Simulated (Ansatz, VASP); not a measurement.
Two plane-wave programs on Ru

```
Ru
1.0
     0.00000    2.66407    2.66407
     2.66407    0.00000    2.66407
     2.66407    2.66407    0.00000
Ru
2
Direct
  0.12500 0.12500 0.12500
  0.87500 0.87500 0.87500
```

Alike in both runs: task single point; functional revPBE; k mesh 11 × 11 × 11; occupations fermi-dirac, width 0.1 eV; no spin polarisation.

```csv
,VASP,Ansatz
version,VASP 6.6.1,Ansatz 0.2.0
potentials or method,"VASP PAW PBE potentials, release 64 (Ru_pv)","plane waves (420 eV) with PAW, scalar-relativistic"
plane-wave cutoff (eV),520,420
valence electrons in the cell,28,32
```

```tsv
	VASP	Ansatz	Ansatz less VASP
pressure (GPa)	16.3	15.8	-0.41
```

The functional is the same, so the differences come from potentials, cutoffs and numerics. The two sets of potentials don't hold the same shells in valence.

Caveats: so large a pressure means that the cell lies far from this level's equilibrium, or that cutoff or potentials fall short (VASP); the potentials were made for another functional, which shifts forces and pressure (VASP).
